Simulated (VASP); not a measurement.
# Hg (I4/mmm) in VASP: notebook

Aim: see how the results for Hg move with the level of theory and the settings. Levels: LDA, PBE. Tasks: single point.

All numbers are computed with VASP 6.6.1; they aren't measurements. Logs are shortened: lines on timing, memory, paths and dates and some standing lists are left out, and cuts for length are marked.

## 1. The structure

Symmetry: I4/mmm, No. 139, tetragonal system. The conventional cell has a = 3.753 Å, b = 3.753 Å, c = 3.834 Å, α = 90.00°, β = 90.00°, γ = 90.00°. Hg (site symmetry 4/mmm) is surrounded by 12 Hg at 3.27 to 3.75 Å.

## 2. Single point, LDA, collinear spin, typed start (volume scaled by 1.02)

INCAR reads:

```
PREC = Accurate
ENCUT = 520
EDIFF = 1E-7
ISMEAR = 0
SIGMA = 0.15
LREAL = F
LASPH = T
NELM = 150
ALGO = Fast
ISIF = 2
LWAVE = F
LCHARG = T
ISPIN = 2
MAGMOM = 0.5
LORBIT = 11
LELF = T
LVHAR = T
NBANDS = 16
```

KPOINTS reads:

```
regular mesh
0
Gamma
  10 10 10
```

POSCAR reads:

```
Hg
1.0
   -1.8891655157      1.8891655157      1.9295395617
    1.8891655157     -1.8891655157      1.9295395617
    1.8891655157      1.8891655157     -1.9295395617
Hg
1
Direct
    0.5000000000      0.5000000000      0.0000000000
```

Potentials or basis: VASP PAW LDA potentials, release 64 (Hg).

Started as:

```console
cat potpaw_LDA.64/Hg/POTCAR > POTCAR
mpirun -np 1 vasp_std > vasp.out
```

OUTCAR:

```text
PREC = Accurate
   ENCUT = 520
   EDIFF = 1E-7
   ISMEAR = 0
   LREAL = F
   LASPH = T
   NELM = 150
   ISIF = 2
   ISPIN = 2
   LORBIT = 11

 ion  position               nearest neighbor table
   1  0.500  0.500  0.000-

  LATTYP: Found a body centered tetragonal cell.
 ALAT       =     3.7783310314
 C/A-ratio  =     1.0213713651

  Lattice vectors:

 A1 = (  -1.8891655157,   1.8891655157,   1.9295395617)
 A2 = (   1.8891655157,  -1.8891655157,   1.9295395617)
 A3 = (   1.8891655157,   1.8891655157,  -1.9295395617)

Analysis of symmetry for initial positions (statically):
=====================================================================
 Subroutine PRICEL returns:
 Original cell was already a primitive cell.

 Routine SETGRP: Setting up the symmetry group for a
 body centered tetragonal supercell.

 Subroutine GETGRP returns: Found 16 space group operations
 (whereof 16 operations were pure point group operations)
 out of a pool of 16 trial point group operations.

The static configuration has the point symmetry D_4h.

Analysis of symmetry for dynamics (positions and initial velocities):
=====================================================================
 Subroutine PRICEL returns:
 Original cell was already a primitive cell.

 Routine SETGRP: Setting up the symmetry group for a
 body centered tetragonal supercell.

 Subroutine GETGRP returns: Found 16 space group operations
 (whereof 16 operations were pure point group operations)
 out of a pool of 16 trial point group operations.

The dynamic configuration has the point symmetry D_4h.

Analysis of structural, dynamic, and magnetic symmetry:
=====================================================================
 Subroutine PRICEL returns:
 Original cell was already a primitive cell.

 Routine SETGRP: Setting up the symmetry group for a
 body centered tetragonal supercell.

 Subroutine GETGRP returns: Found 16 space group operations
 (whereof 16 operations were pure point group operations)
 out of a pool of 16 trial point group operations.

The overall configuration has the point symmetry D_4h.

 Subroutine INISYM returns: Found 16 space group operations
 (whereof 16 operations are pure point group operations),
 and found     1 'primitive' translations
[... 105 lines left out ...]
   NUPDOWN=      -1.0000    fix difference up-down
   EMIN   =  10.00;   EMAX   =-10.00  energy-range for DOS
   EFERMI =   0.00;   METHOD = LEGACY
   ISMEAR =     0;   SIGMA  =   0.15  broadening in eV -4-tet -1-fermi 0-gaus
   EFERMI_NEDOS =   21; number of points for ismear=-14 and -15
   IALGO  =     68    algorithm
   IMIX   =      4    mixing-type and parameters
     AMIX     =   0.40;   BMIX     =  1.00
     AMIX_MAG =   1.60;   BMIX_MAG =  1.00
  volume/ion in A,a.u.               =      27.55       185.89
  Fermi-wavevector in a.u.,A,eV,Ry     =   1.241035  2.345216 20.955255  1.540168
  Thomas-Fermi vector in A             =   2.375450
   LORBIT       =     11    0 simple, 1 ext, 2 COOP (PROOUT), +10 PAW based schemes
   GGA     = CA    functional components
   LHFCALC =     F    Hartree Fock is set to
   AEXX    =    0.0000 exact exchange contribution
   IVDW    =     0    specifies the selected vdW correction
   LEPSILON=     F    determine dielectric tensor
   LRPA    =     F    only Hartree local field effects (RPA)
 spin polarized calculation
 RMM-DIIS sequential band-by-band and
 Gauss-broadening in eV      SIGMA  =   0.15
  energy-cutoff  :      520.00
  volume of cell :       27.55
 maximum number of plane-waves:       753
 NGX is ok and might be reduce to    28
   NGX = 13   NGY = 13   NGZ = 13

 number of electron      12.0000002 magnetization      -0.0000032

 number of electron      12.0000002 magnetization       0.0000095

 Free energy of the ion-electron system (eV)
  ---------------------------------------------------
  ext. energy  EPLUGINS =         0.00000000
  ---------------------------------------------------
  free energy    TOTEN  =        -0.85480201 eV

  energy without entropy =       -0.85235291  energy(sigma->0) =       -0.85357746

 E-fermi :   1.2581     XC(G=0): -10.3818

 val. band max:        1.2288283910   @ k =  -0.4000   0.5000   0.3000
 cond. band min:       1.3341040976   @ k =   0.4000   0.1000   0.1000
 fundamental gap:      0.1052757066
 Fermi energy:         1.2580669709

 spin component 1

 k-point     1 :       0.0000    0.0000    0.0000
  band No.  band energies     occupation
      1      -6.5632      1.00000
      2      -5.2767      1.00000
      3      -5.2767      1.00000
      4      -5.2320      1.00000
      5      -4.6129      1.00000
      6      -4.5661      1.00000
[... 435 lines left out ...]
      5      -4.4595      1.00000
      6       0.0308      1.00000
[... 8 lines left out ...]
     15      27.1675      0.00000
     16      28.3180      0.00000

 [... further k-points ...]

 spin component 2

 k-point     1 :       0.0000    0.0000    0.0000
  band No.  band energies     occupation
      1      -6.5632      1.00000
      2      -5.2766      1.00000
      3      -5.2766      1.00000
      4      -5.2320      1.00000
      5      -4.6129      1.00000
      6      -4.5660      1.00000
[... 435 lines left out ...]
      5      -4.4595      1.00000
      6       0.0308      1.00000
[... 8 lines left out ...]
     15      27.1675      0.00000
     16      28.3180      0.00000

 [... further k-points ...]

------------------------ aborting loop because EDIFF is reached ----------------------------------------

  FORCE on cell =-STRESS in cart. coord.  units (eV):
  Direction    XX          YY          ZZ          XY          YZ          ZX
  --------------------------------------------------------------------------------------
  -------------------------------------------------------------------------------------
  Total       -0.7600596     -0.7600596     -0.7326642      0.0000000      0.0000000      0.0000000
  in kB      -44.2083728    -44.2083728    -42.6149349      0.0000000      0.0000000      0.0000000
  external PRESSURE =     -43.6772268 kB  Pullay stress =       0.0000000 kB

 VOLUME and BASIS-vectors are now :
 -----------------------------------------------------------------------------
  energy-cutoff  :      520.00
  volume of cell :       27.55
      direct lattice vectors                 reciprocal lattice vectors
    -1.889165516  1.889165516  1.929539562     0.000000000  0.264667122  0.259129178
     1.889165516 -1.889165516  1.929539562     0.264667122  0.000000000  0.259129178
     1.889165516  1.889165516 -1.929539562     0.264667122  0.264667122  0.000000000

 POSITION                                       TOTAL-FORCE (eV/Angst)
 -----------------------------------------------------------------------------------
      0.00000      0.00000      1.92954        -0.000000      0.000000     -0.000000
 -----------------------------------------------------------------------------------
    total drift:                                0.000000     -0.000000      0.000000

  FREE ENERGIE OF THE ION-ELECTRON SYSTEM (eV)
  ---------------------------------------------------
  free  energy   TOTEN  =        -0.8548020090 eV

  energy  without entropy=       -0.8523529148  energy(sigma->0) =       -0.85357746

 total charge

# of ion       s       p       d       tot
------------------------------------------
    1        0.941   0.144   9.323  10.408

 magnetization (x)

# of ion       s       p       d       tot
------------------------------------------
    1        0.000   0.000   0.000   0.000
```

OSZICAR:

```text
N       E                     dE             d eps       ncg     rms          rms(c)
DAV:   1     0.794043601649E+02    0.79404E+02   -0.56942E+03  6552   0.671E+02
DAV:   2     0.799925767684E+00   -0.78604E+02   -0.72759E+02  8000   0.192E+02
DAV:   3    -0.860199808227E+00   -0.16601E+01   -0.16590E+01  7768   0.293E+01
DAV:   4    -0.861916792414E+00   -0.17170E-02   -0.17170E-02  8560   0.103E+00
DAV:   5    -0.861919324785E+00   -0.25324E-05   -0.25322E-05  7864   0.371E-02    0.291E+00
RMM:   6    -0.857535693793E+00    0.43836E-02   -0.33252E-02  6770   0.133E+00    0.192E+00
RMM:   7    -0.856339204685E+00    0.11965E-02   -0.16445E-03  7102   0.228E-01    0.117E+00
RMM:   8    -0.855874319478E+00    0.46489E-03   -0.43195E-04  7155   0.145E-01    0.398E-01
RMM:   9    -0.855177854954E+00    0.69646E-03   -0.22408E-04  7119   0.121E-01    0.777E-02
RMM:  10    -0.854804713562E+00    0.37314E-03   -0.31186E-05  7595   0.428E-02    0.322E-02
RMM:  11    -0.854801726748E+00    0.29868E-05   -0.10011E-06  7613   0.889E-03    0.791E-03
RMM:  12    -0.854803165563E+00   -0.14388E-05   -0.66290E-07  7488   0.706E-03    0.448E-03
RMM:  13    -0.854802018492E+00    0.11471E-05   -0.28258E-07  6504   0.435E-03    0.954E-04
RMM:  14    -0.854802009037E+00    0.94544E-08   -0.48300E-09  4216   0.564E-04
   1 F= -.85480201E+00 E0= -.85357746E+00  d E =-.244909E-02  mag=     0.0000
```

It took 43 s on 1 thread of Intel Xeon 6975P-C (Granite Rapids), shared host; peak memory 0.19 GiB.

What came out:

```yaml
Free_energy: -0.8548 eV
Pressure: -4.4 GPa
Band_gap_on_the_k_mesh: none (metal or under the smearing width)
Net_moment: 0.00 μB per cell
Valence_electrons_inside_the_program's_atomic_spheres: Hg 10.41
```

The run has no spin-orbit coupling, so splittings on Hg are missing.

## 3. Single point, LDA, collinear spin, typed start (volume scaled by 0.98)

INCAR reads:

```
SYSTEM = Hg
PREC = Accurate
ENCUT = 520
EDIFF = 1E-7
ISMEAR = 0
SIGMA = 0.15
LREAL = .FALSE.
LASPH = .TRUE.
NELM = 150
ALGO = Normal
ISIF = 2
LWAVE = .FALSE.
LCHARG = .FALSE.
ISPIN = 2
MAGMOM = 0.5
LORBIT = 11
NBANDS = 16
```

KPOINTS reads:

```
regular mesh
0
G
  10 10 10
  0 0 0
```

POSCAR reads:

```
Hg
1.0
   -1.8641405093      1.8641405093      1.9039797368
    1.8641405093     -1.8641405093      1.9039797368
    1.8641405093      1.8641405093     -1.9039797368
Hg
1
Direct
    0.5000000000      0.5000000000      0.0000000000
```

Potentials or basis: VASP PAW LDA potentials, release 64 (Hg).

Started as:

```console
cat potpaw_LDA.64/Hg/POTCAR > POTCAR
mpirun -np 1 vasp_std > vasp.out
```

OUTCAR:

```text
SYSTEM = Hg
   PREC = Accurate
   ENCUT = 520
   EDIFF = 1E-7
   ISMEAR = 0
   LREAL = .FALSE.
   LASPH = .TRUE.
   NELM = 150
   ISIF = 2
   ISPIN = 2
   LORBIT = 11

 ion  position               nearest neighbor table
   1  0.500  0.500  0.000-

  LATTYP: Found a body centered tetragonal cell.
 ALAT       =     3.7282810186
 C/A-ratio  =     1.0213713651

  Lattice vectors:

 A1 = (  -1.8641405093,   1.8641405093,   1.9039797368)
 A2 = (   1.8641405093,  -1.8641405093,   1.9039797368)
 A3 = (   1.8641405093,   1.8641405093,  -1.9039797368)

Analysis of symmetry for initial positions (statically):
=====================================================================
 Subroutine PRICEL returns:
 Original cell was already a primitive cell.

 Routine SETGRP: Setting up the symmetry group for a
 body centered tetragonal supercell.

 Subroutine GETGRP returns: Found 16 space group operations
 (whereof 16 operations were pure point group operations)
 out of a pool of 16 trial point group operations.

The static configuration has the point symmetry D_4h.

Analysis of symmetry for dynamics (positions and initial velocities):
=====================================================================
 Subroutine PRICEL returns:
 Original cell was already a primitive cell.

 Routine SETGRP: Setting up the symmetry group for a
 body centered tetragonal supercell.

 Subroutine GETGRP returns: Found 16 space group operations
 (whereof 16 operations were pure point group operations)
 out of a pool of 16 trial point group operations.

The dynamic configuration has the point symmetry D_4h.

Analysis of structural, dynamic, and magnetic symmetry:
=====================================================================
 Subroutine PRICEL returns:
 Original cell was already a primitive cell.

 Routine SETGRP: Setting up the symmetry group for a
 body centered tetragonal supercell.

 Subroutine GETGRP returns: Found 16 space group operations
 (whereof 16 operations were pure point group operations)
 out of a pool of 16 trial point group operations.

[... 137 lines left out ...]

 number of electron      12.0000000 magnetization       0.0000019

 Free energy of the ion-electron system (eV)
  ---------------------------------------------------
  ext. energy  EPLUGINS =         0.00000000
  ---------------------------------------------------
  free energy    TOTEN  =        -0.88253399 eV

  energy without entropy =       -0.87941716  energy(sigma->0) =       -0.88097557

 E-fermi :   1.5577     XC(G=0): -10.5881

 val. band max:        1.5230766750   @ k =   0.4000   0.1000   0.1000
 cond. band min:       1.5668185869   @ k =   0.4000   0.4000   0.1000
 fundamental gap:      0.0437419119
 Fermi energy:         1.5577414189

 spin component 1

 k-point     1 :       0.0000    0.0000    0.0000
  band No.  band energies     occupation
      1      -6.5706      1.00000
      2      -5.1106      1.00000
      3      -5.1106      1.00000
      4      -5.0625      1.00000
      5      -4.3924      1.00000
      6      -4.3408      1.00000
[... 435 lines left out ...]
      5      -4.2271      1.00000
      6       0.3656      1.00000
[... 8 lines left out ...]
     15      27.9819      0.00000
     16      29.1468      0.00000

 [... further k-points ...]

 spin component 2

 k-point     1 :       0.0000    0.0000    0.0000
  band No.  band energies     occupation
      1      -6.5706      1.00000
      2      -5.1106      1.00000
      3      -5.1106      1.00000
      4      -5.0625      1.00000
      5      -4.3923      1.00000
      6      -4.3407      1.00000
[... 435 lines left out ...]
      5      -4.2271      1.00000
      6       0.3656      1.00000
[... 8 lines left out ...]
     15      27.9819      0.00000
     16      29.1468      0.00000

 [... further k-points ...]

------------------------ aborting loop because EDIFF is reached ----------------------------------------

  FORCE on cell =-STRESS in cart. coord.  units (eV):
  Direction    XX          YY          ZZ          XY          YZ          ZX
  --------------------------------------------------------------------------------------
  -------------------------------------------------------------------------------------
  Total       -0.6846791     -0.6846791     -0.6201108      0.0000000     -0.0000000     -0.0000000
  in kB      -41.4493802    -41.4493802    -37.5405184      0.0000000     -0.0000000     -0.0000000
  external PRESSURE =     -40.1464263 kB  Pullay stress =       0.0000000 kB

 VOLUME and BASIS-vectors are now :
 -----------------------------------------------------------------------------
  energy-cutoff  :      520.00
  volume of cell :       26.47
      direct lattice vectors                 reciprocal lattice vectors
    -1.864140509  1.864140509  1.903979737     0.000000000  0.268220125  0.262607837
     1.864140509 -1.864140509  1.903979737     0.268220125  0.000000000  0.262607837
     1.864140509  1.864140509 -1.903979737     0.268220125  0.268220125  0.000000000

 POSITION                                       TOTAL-FORCE (eV/Angst)
 -----------------------------------------------------------------------------------
      0.00000      0.00000      1.90398         0.000000      0.000000      0.000000
 -----------------------------------------------------------------------------------
    total drift:                               -0.000000      0.000000      0.000000

  FREE ENERGIE OF THE ION-ELECTRON SYSTEM (eV)
  ---------------------------------------------------
  free  energy   TOTEN  =        -0.8825339905 eV

  energy  without entropy=       -0.8794171585  energy(sigma->0) =       -0.88097557

 total charge

# of ion       s       p       d       tot
------------------------------------------
    1        0.932   0.162   9.322  10.417

 magnetization (x)

# of ion       s       p       d       tot
------------------------------------------
    1        0.000   0.000  -0.000   0.000
```

stdout:

```text
POSCAR found type information on POSCAR Hg
 POSCAR found :  1 types and       1 ions
 scaLAPACK will be used
 LDA part: xc-table for (Slater(with rela. corr.)+CA(PZ))
 , standard interpolation
 POSCAR, INCAR and KPOINTS ok, starting setup
 FFT: planning ... GRIDC
 FFT: planning ... GRID_SOFT
 FFT: planning ... GRID
 WAVECAR not read
 entering main loop
```

Wall time 20 s (1 thread of Intel Xeon 6975P-C (Granite Rapids), shared host); peak memory 0.18 GiB.

Results:

```
Free energy                                           : -0.8825 eV
Pressure                                              : -4.0 GPa
Band gap on the k mesh                                : none (metal or under the smearing width)
Net moment                                            : 0.00 μB per cell
Valence electrons inside the program's atomic spheres : Hg 10.42
```

Levels at points of the mesh, in eV from the Fermi level:
Spin up:
```csv
k point,band 3,band 4,band 5,band 6,band 7,band 8,band 9,band 10
"(0.00, 0.00, 0.00)",-6.67,-6.62,-5.95,-5.90,14.62,14.65,14.68,14.68
"(0.50, 0.00, 0.00)",-6.01,-5.89,-5.41,-1.47,-0.93,8.97,9.92,13.84
"(0.50, 0.50, 0.00)",-5.94,-5.87,-5.39,-1.34,-0.85,8.63,9.55,13.42
"(0.50, 0.50, 0.50)",-5.54,-5.52,-5.52,2.47,3.51,3.96,3.96,9.49
```
Spin down:
```tsv
k point	band 2	band 3	band 4	band 5	band 6	band 7	band 8	band 9	band 10	band 11
(0.00, 0.00, 0.00)	-6.67	-6.67	-6.62	-5.95	-5.90	14.62	14.65	14.68	14.68	15.11
(0.50, 0.00, 0.00)	-7.00	-6.01	-5.89	-5.41	-1.47	-0.93	8.97	9.92	13.84	14.73
(0.50, 0.50, 0.00)	-7.05	-5.94	-5.87	-5.39	-1.34	-0.85	8.63	9.55	13.42	14.44
(0.50, 0.50, 0.50)	-7.20	-5.54	-5.52	-5.52	2.47	3.51	3.96	3.96	9.49	9.76
```

## 4. Single point, PBE

INCAR reads:

```
PREC = Accurate ; ENCUT = 520
EDIFF = 1E-6 ; ISMEAR = -1
SIGMA = 0.03 ; LREAL = F
LASPH = T ; NELM = 80
ALGO = Fast ; ISIF = 2
LWAVE = F ; LCHARG = F
GGA = PE ; NBANDS = 12
```

KPOINTS reads:

```
Automatic mesh
0
Gamma
  4 4 4
```

POSCAR reads:

```
Hg
1.0
   -1.8767364354      1.8767364354      1.9168448550
    1.8767364354     -1.8767364354      1.9168448550
    1.8767364354      1.8767364354     -1.9168448550
Hg
1
Direct
    0.5000000000      0.5000000000      0.0000000000
```

Potentials or basis: VASP PAW PBE potentials, release 64 (Hg).

Started as:

```console
cat potpaw_PBE.64/Hg/POTCAR > POTCAR
mpirun -np 1 vasp_std > vasp.out
```

It took 2.1 s on 1 thread of Intel Xeon 6975P-C (Granite Rapids), shared host; peak memory 0.13 GiB.

The run converged. Its results:

- Free energy: -0.1100 eV
- Pressure: -0.5 GPa
- Band gap on the k mesh: none (metal or under the smearing width)

Stress tensor (GPa, compression positive):
```
-1.80  0.00  0.00
 0.00 -1.80  0.00
 0.00  0.00  2.20
```

Levels at points of the mesh, in eV from the Fermi level:
```csv
k point,band 2,band 3,band 4,band 5,band 6,band 7,band 8,band 9,band 10,band 11
"(0.00, 0.00, 0.00)",-6.03,-6.03,-5.99,-5.36,-5.30,15.10,15.21,15.21,15.27,15.68
"(0.50, 0.00, 0.00)",-6.34,-5.41,-5.30,-4.84,-0.87,-0.14,9.59,10.55,14.28,15.22
"(0.50, 0.50, 0.00)",-6.39,-5.34,-5.29,-4.82,-0.74,-0.07,9.27,10.18,13.88,14.92
"(0.50, 0.50, 0.50)",-6.52,-4.97,-4.94,-4.94,2.98,4.23,4.67,4.67,10.03,10.28
```

Caveat: the k mesh is coarse (spacing up to 0.59 Å⁻¹), so the values aren't converged. Spin-orbit coupling is left out, which matters for the levels of Hg.

[end of part 1 of 2]
